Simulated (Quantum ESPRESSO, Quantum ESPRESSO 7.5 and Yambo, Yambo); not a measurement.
## Quasiparticle gap of KCl (Sylvite) in Yambo

Wanted: ground state, empty states, screening and self-energy for KCl (Sylvite).

Method: PBE and many-body steps on it, plane waves, in Quantum ESPRESSO 7.5 and Yambo 5.3.0.

Most raw output is cut from this account.

**1. The structure**

It takes space group Fm-3m (No. 225, cubic). The conventional cell has a = 6.293 Å, b = 6.293 Å, c = 6.293 Å, α = 90.00°, β = 90.00°, γ = 90.00°. K has 6 Cl at 3.15 Å nearest. Cl has 6 K at 3.15 Å nearest. Farther neighbours and most contacts between anions are not listed.

The cell and positions come from the Crystallography Open Database and are kept as given unless a step says otherwise.

**2. Ground state**

This step: Quantum ESPRESSO 7.5; DFT, PBE, plane waves, norm-conserving pseudopotentials.

The ground-state density comes first.

pw.in

```
&control
  calculation = 'scf'
  prefix = 'x'
  outdir = 'o'
  pseudo_dir = 'pseudo'
/
&system
  ibrav = 0
  nat = 2
  ntyp = 2
  ecutwfc = 66.0
  nbnd = 13
  force_symmorphic = .true.
/
&electrons
  conv_thr = 1e-10
  electron_maxstep = 80
  mixing_beta = 0.5
/
ATOMIC_SPECIES
  K 39.098 K.upf
  Cl 35.45 Cl.upf
CELL_PARAMETERS angstrom
  -0.0000000000 3.1464700000 3.1464700000
  3.1464700000 0.0000000000 3.1464700000
  3.1464700000 3.1464700000 -0.0000000000
ATOMIC_POSITIONS crystal
  K 0.0000000000 0.0000000000 0.0000000000
  Cl 0.5000000000 0.5000000000 0.5000000000
K_POINTS automatic
  6 6 6 0 0 0
```

Command:

```
$ OMP_NUM_THREADS=1 mpirun -n 4 pw.x -nk 4 -in pw.in > pw.out
```

It took 5.4 s on 4 MPI ranks of Arm Neoverse V1, shared host; peak memory 0.24 GiB; 21 s of CPU time.

Numbers from this step:

* total energy: -1268.0071 eV
* gap: 5.190 eV
* k of the valence top: 0, 0, 0
* k of the conduction bottom: 0, 0, 0
* least direct gap: 5.190 eV

The gap is direct, at Γ.

**3. Bands along the symmetry lines**

The cheap functional maps the bands first; the places of the edges decide which points the dearer methods must see.

pw.in

```
&control
  calculation = 'bands'
  prefix = 'x'
  outdir = 'o'
  pseudo_dir = 'pseudo'
/
&system
  ibrav = 0
  nat = 2
  ntyp = 2
  ecutwfc = 66.0
  nbnd = 14
  force_symmorphic = .true.
/
&electrons
  conv_thr = 1e-9
  electron_maxstep = 80
  diago_full_acc = .true.
  diago_thr_init = 5e-6
/
ATOMIC_SPECIES
  K 39.098 K.upf
  Cl 35.45 Cl.upf
CELL_PARAMETERS angstrom
  -0.0000000000 3.1464700000 3.1464700000
  3.1464700000 0.0000000000 3.1464700000
  3.1464700000 3.1464700000 -0.0000000000
ATOMIC_POSITIONS crystal
  K 0.0000000000 0.0000000000 0.0000000000
  Cl 0.5000000000 0.5000000000 0.5000000000
K_POINTS crystal
  50
  0.00000000 0.00000000 0.00000000 1
  0.06250000 0.00000000 0.06250000 1
  0.12500000 0.00000000 0.12500000 1
  0.18750000 0.00000000 0.18750000 1
  0.25000000 0.00000000 0.25000000 1
  0.31250000 0.00000000 0.31250000 1
  0.37500000 0.00000000 0.37500000 1
  0.43750000 0.00000000 0.43750000 1
  0.50000000 0.00000000 0.50000000 1
  0.51562500 0.03125000 0.51562500 1
  0.53125000 0.06250000 0.53125000 1
  0.54687500 0.09375000 0.54687500 1
  0.56250000 0.12500000 0.56250000 1
  0.57812500 0.15625000 0.57812500 1
  0.59375000 0.18750000 0.59375000 1
  0.60937500 0.21875000 0.60937500 1
  0.62500000 0.25000000 0.62500000 1
  0.37500000 0.37500000 0.75000000 1
  0.32812500 0.32812500 0.65625000 1
  0.28125000 0.28125000 0.56250000 1
  0.23437500 0.23437500 0.46875000 1
  0.18750000 0.18750000 0.37500000 1
  0.14062500 0.14062500 0.28125000 1
  0.09375000 0.09375000 0.18750000 1
  0.04687500 0.04687500 0.09375000 1
  0.00000000 0.00000000 0.00000000 1
  0.06250000 0.06250000 0.06250000 1
  0.12500000 0.12500000 0.12500000 1
  0.18750000 0.18750000 0.18750000 1
  0.25000000 0.25000000 0.25000000 1
  0.31250000 0.31250000 0.31250000 1
  0.37500000 0.37500000 0.37500000 1
  0.43750000 0.43750000 0.43750000 1
  0.50000000 0.50000000 0.50000000 1
  0.50000000 0.46875000 0.53125000 1
  0.50000000 0.43750000 0.56250000 1
  0.50000000 0.40625000 0.59375000 1
  0.50000000 0.37500000 0.62500000 1
  0.50000000 0.34375000 0.65625000 1
  0.50000000 0.31250000 0.68750000 1
  0.50000000 0.28125000 0.71875000 1
  0.50000000 0.25000000 0.75000000 1
  0.50000000 0.21875000 0.71875000 1
  0.50000000 0.18750000 0.68750000 1
  0.50000000 0.15625000 0.65625000 1
  0.50000000 0.12500000 0.62500000 1
  0.50000000 0.09375000 0.59375000 1
  0.50000000 0.06250000 0.56250000 1
  0.50000000 0.03125000 0.53125000 1
  0.50000000 0.00000000 0.50000000 1
```

Elapsed: 6.8 s, on 4 MPI ranks; peak memory 0.22 GiB.

This step gave:

| Quantity | Value |
| --- | --- |
| gap | 5.190 eV |
| k of the valence top | 0, 0, 0 |
| k of the conduction bottom | 0, 0, 0 |
| least direct gap | 5.190 eV |

The gap is 5.190 eV, as in the run before at this level.

The electronic bands at the labelled points (eV, zero at the top of the highest filled band; v1 is the highest filled band, c1 the lowest empty one):

| point | v4 | v3 | v2 | v1 | c1 | c2 | c3 | c4 |
| --- | --- | --- | --- | --- | --- | --- | --- | --- |
| Γ | -10.66 | 0.00 | 0.00 | 0.00 | 5.19 | 8.37 | 8.37 | 8.37 |
| halfway | -10.58 | -0.63 | -0.13 | -0.13 | 6.64 | 7.24 | 9.66 | 9.84 |
| X | -10.71 | -0.66 | -0.22 | -0.22 | 6.53 | 8.34 | 10.07 | 10.19 |
| halfway | -10.68 | -0.63 | -0.32 | -0.24 | 6.74 | 8.60 | 9.70 | 10.36 |
| U | -10.60 | -0.56 | -0.55 | -0.29 | 7.27 | 9.07 | 9.30 | 10.07 |
| jump to K | -10.60 | -0.56 | -0.55 | -0.29 | 7.27 | 9.07 | 9.30 | 10.07 |
| halfway | -10.51 | -0.69 | -0.24 | -0.20 | 6.89 | 7.97 | 9.19 | 9.85 |
| Γ | -10.66 | 0.00 | 0.00 | 0.00 | 5.19 | 8.37 | 8.37 | 8.37 |
| halfway | -10.53 | -0.59 | -0.17 | -0.17 | 6.45 | 8.16 | 9.11 | 9.11 |
| L | -10.42 | -1.05 | -0.32 | -0.32 | 7.58 | 8.60 | 10.50 | 10.50 |
| halfway | -10.51 | -0.84 | -0.40 | -0.33 | 7.84 | 8.34 | 10.04 | 10.14 |
| W | -10.57 | -0.49 | -0.47 | -0.47 | 8.03 | 8.03 | 9.44 | 9.85 |
| halfway | -10.64 | -0.61 | -0.36 | -0.30 | 6.95 | 8.80 | 9.34 | 10.32 |
| X | -10.71 | -0.66 | -0.22 | -0.22 | 6.53 | 8.34 | 10.07 | 10.19 |

**4. Empty states on the mesh, 4×4×4 mesh, 99 bands**

The sums over transitions need many empty states on a uniform mesh; this step solves for them.

pw.in

```
&control
  calculation = 'nscf'
  prefix = 'x'
  outdir = 'o'
  pseudo_dir = 'pseudo'
/
&system
  ibrav = 0
  nat = 2
  ntyp = 2
  ecutwfc = 66.0
  nbnd = 99
  force_symmorphic = .true.
/
&electrons
  conv_thr = 1e-9
  electron_maxstep = 80
  diago_full_acc = .true.
  diago_thr_init = 5e-6
/
ATOMIC_SPECIES
  K 39.098 K.upf
  Cl 35.45 Cl.upf
CELL_PARAMETERS angstrom
  -0.0000000000 3.1464700000 3.1464700000
  3.1464700000 0.0000000000 3.1464700000
  3.1464700000 3.1464700000 -0.0000000000
ATOMIC_POSITIONS crystal
  K 0.0000000000 0.0000000000 0.0000000000
  Cl 0.5000000000 0.5000000000 0.5000000000
K_POINTS automatic
  4 4 4 0 0 0
```

Wall time 7 s (4 MPI ranks); peak memory 0.33 GiB.

This step gave:

- gap: 5.190 eV
- k of the valence top: 0, 0, 0
- k of the conduction bottom: 0, 0, 0
- least direct gap: 5.190 eV
- k points computed: 8
- lowest point of the top converged band, above the valence top: 69.7610 eV

On this mesh the gap is 5.190 eV.

**5. Conversion and set-up**

This step: Yambo 5.3.0; conversion and set-up on PBE, plane waves, norm-conserving pseudopotentials.

The states are converted to the many-body program's format and the q mesh is built.

Command:

```
$ (cd o/x.save; p2y > p2y.log; mv SAVE ../..); yambo > setup.log
```

The job ended after 2.6 s (1 MPI rank; peak memory 0.25 GiB).

**6. Screening and self-energy, 4×4×4 mesh, 99 bands, screening to 122.5 eV**

Now the one-shot GW correction: screening in the RPA, then the self-energy of the levels asked for.

This step: G0W0 on PBE, plane waves, norm-conserving pseudopotentials.

gw1.in

```
HF_and_locXC
gw0
dyson
ppa
em1d
rim_cut
RandQpts= 1000000
RandGvec= 1 RL
EXXRLvcs= 66 Ry
VXCRLvcs= 264 Ry
Chimod= "HARTREE"
% BndsRnXp
 1 | 99 |
%
NGsBlkXp= 9 Ry
% LongDrXp
 1 | 1 | 1 |
%
% GbndRnge
 1 | 99 |
%
DysSolver= "n"
ExtendOut
PPAPntXp= 27.21138 eV
% QPkrange
 1 | 1 | 7 | 10 |
%
```

Command:

```
$ OMP_NUM_THREADS=1 mpirun -n 4 yambo -F gw1.in -J gw1 -C gw1 > gw1.log
```

Run time: 41 s. Hardware: 4 MPI ranks; peak memory 1.5 GiB; 2.7 min of CPU time.

Numbers from this step:

```yaml
g0w0_gap_on_the_points_computed: 7.996 eV
starting_gap_on_the_mesh: 5.190 eV
k_of_the_valence_top: 0, 0, 0
k_of_the_conduction_bottom: 0, 0, 0
least_direct_g0w0_gap_on_the_computed_points: 7.996 eV
z_at_the_valence_top: 0.8182
z_at_the_conduction_bottom: 0.8798
```

The gap on the mesh goes from 5.19 eV to 8.00 eV, a correction of +2.81 eV.

Limits: finite bands, cutoff and mesh. v1 is the top filled band, c1 the lowest empty one. Levels before and after the correction, in eV, zero at the valence-band top of each column:

|  | conduction bottom | valence top |
| --- | --- | --- |
| Kohn-Sham | 5.19 | 0.00 |
| G0W0 | 8.00 | 0.00 |

|  | level | energy (eV) |
| --- | --- | --- |
| Kohn-Sham | Γ v2-v1 | 0.000 |
| Kohn-Sham | Γ c1 | 5.190 |
| Kohn-Sham | Γ c2 | 8.367 |
| G0W0 | Γ v2-v1 | 0.000 |
| G0W0 | Γ c1 | 7.996 |
| G0W0 | Γ c2 | 12.172 |

**7. Where the time went**

Times are wall times on the hardware named with each run, good to a factor of about two.

| step | time | share | memory (GiB) |
| --- | --- | --- | --- |
| ground state | 5.4 s | 9 % | 0.24 |
| bands along the symmetry lines | 6.8 s | 11 % | 0.22 |
| empty states on the mesh | 7 s | 11 % | 0.33 |
| conversion and set-up | 2.6 s | 4 % | 0.25 |
| screening and self-energy | 41 s | 66 % | 1.5 |

**8. Results**

| Property | Result |
| --- | --- |
| PBE gap | 5.19 eV, direct |
| G0W0 gap on the mesh | 8.00 eV |
| GW settings | 4×4×4 mesh, 99 bands, screening to 122.5 eV, Godby-Needs plasmon pole |
| known limits | not at the basis limit |

What this shows: G0W0 moves the gap on the mesh from 5.19 eV to 8.00 eV (+2.81 eV), with Z of 0.82 and 0.88 at the edges. Only 1 of the mesh's irreducible points was corrected, so a valley elsewhere could overtake. The dearest step here is «screening and self-energy». Bands and cutoff are finite, so the gap is not at the basis limit. The miss can reach some tenths of an eV and take either sign; the mesh is an error of its own. In the G0W0 run levels were corrected at 1 k point alone, so a gap called «on the mesh» is the least over those, and an edge elsewhere would be missed.

[Paths, hosts, dates, memory and timing lines, banners, echoed tables and standing remarks are left out of the program output.]

[Logs are printed without paths, hosts, clocks, repeated set-up lines and the standing remarks that a program may print on its own settings, such as how far it seeks lower states.]

[Runs of the session that timed out or met a known fault of the program may be left out.]

[Hosts, paths, dates, database ids (printed as entryN), source tags and the programs' standing remarks are cut or masked in the printed files.]
